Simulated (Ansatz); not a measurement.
Crystal: SiNi3.

```xyz
4
Lattice="1.2928 0.7464 7.6620 -1.2928 0.7464 7.6620 0.0000 -1.4928 7.6620" Properties=species:S:1:pos:R:3 pbc="T T T"
Ni    0.0000    0.0000    5.8553
Ni    0.0000    0.0000   11.4930
Ni    0.0000    0.0000   17.1307
Si    0.0000    0.0000    0.0000
```

The cell comes from a database or a generator and needn't be the stable form of this composition.

Base run:

* Program: Ansatz 0.2.0
* Functional: PBEsol
* Potentials or basis: all-electron LAPW, scalar-relativistic
* Cutoff: 280 eV
* Density cutoff: 1120 eV
* Basis error allowed: 0.002 eV/atom
* k mesh: 12 × 12 × 12
* Occupations: fermi-dirac, width 0.05 eV
* Spin: collinear spin, ferromagnetic start
* Starting moments: [1.0, 1.0, 1.0, 0.0] μB
* Hubbard terms: Ni d U = 6 eV

Its results: band gap on the k mesh none (metal or under the smearing width); pressure -1.9 GPa; net moment 1.29 μB per cell; site moments Ni +0.14, +1.11; Si -0.01 μB; largest force 0.198 eV/Å.

Question: The run is repeated on the same cell with these changes: hubbard terms from Ni d U = 6 eV to Ni d U = 2 eV. What comes out?

Answer: Band gap on the k mesh none (metal or under the smearing width); pressure -6.2 GPa; net moment 0.82 μB per cell; site moments Ni +0.14, +0.58; Si -0.00 μB; largest force 0.108 eV/Å.

Caveats: the magnetic state may not be the lowest; U is the effective U less J, on atomic orbitals that reach past the spheres; the U is typed as a test and isn't derived for this compound.

Not every run made on this cell is shown here.
